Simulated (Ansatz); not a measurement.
# BP (zincblende type): the cost of one run

Method: DFT PBEsol, with the methods named in each step, in Ansatz 0.2.0.

### 1 The structure to begin with

It takes space group F-43m (No. 216, cubic). Conventional cell: a = 4.520 Å, b = 4.520 Å, c = 4.520 Å, α = 90.00°, β = 90.00°, γ = 90.00°. Around B (site symmetry -43m) lie 4 P at 1.96 Å. Around P (site symmetry -43m) lie 4 B at 1.96 Å.

Structure file:

```cif
data_structure
_symmetry_space_group_name_H-M 'P 1'
_symmetry_Int_Tables_number 1
_cell_length_a 3.1962
_cell_length_b 3.1962
_cell_length_c 3.1962
_cell_angle_alpha 60.000
_cell_angle_beta 60.000
_cell_angle_gamma 60.000
_cell_volume 23.09
loop_
_atom_site_label
_atom_site_type_symbol
_atom_site_fract_x
_atom_site_fract_y
_atom_site_fract_z
_atom_site_occupancy
B1 B 0.00000 0.00000 0.00000 1
P1 P 0.25000 0.25000 0.25000 1
```

Whether this phase is the stable one at these pressures isn't tested.

Atoms are numbered in the order of the input: B1, P2.

### 2 The reference volume, LAPW

Contents of input.yaml:

```yaml
crystal:
  lattice:
    - [0.0, 2.2600671804, 2.2600671804]
    - [2.2600671804, 0.0, 2.2600671804]
    - [2.2600671804, 2.2600671804, 0.0]
  atoms:
    - { symbol: B, position: [0.0, 0.0, 0.0] }
    - { symbol: P, position: [0.25, 0.25, 0.25] }
kpoints:
  mp_grid: { grid: [15, 15, 15] }
  band_path:
    path:
      - [0.0, 0.0, 0.0]
      - [-0.5, -0.5, 0.0]
      - [-0.375, -0.375, 0.25]
      - [-0.375, 0.0, 0.375]
      - [0.0, 0.0, 0.0]
      - [0.0, 0.0, 0.5]
      - [-0.5, -0.25, 0.25]
      - [-0.5, -0.5, 0.0]
    npoints: 14
scf:
  occupations: { method: fermi_dirac, width: 0.05 }
hamiltonian:
  xc: pbesol
  pseudopotentials: { kind: all_electron, lapw: { basis_error: 0.001 } }
output:
  forces: true
  stress: true
  eigenvalues: true
  populations: true
  dos: { projected: true, de: 0.2, e_range: [-14, 8] }
```

On the command line:

```console
> ansatz run input.yaml --threads 1 --pin off --max-ram 2048MiB --backend cpu --events-out ev --progress --plain --runs-dir out
```

What time and memory should one allow on 1 thread of Arm Neoverse V1, shared host?

About 18 s, with a peak of 0.29 GiB.
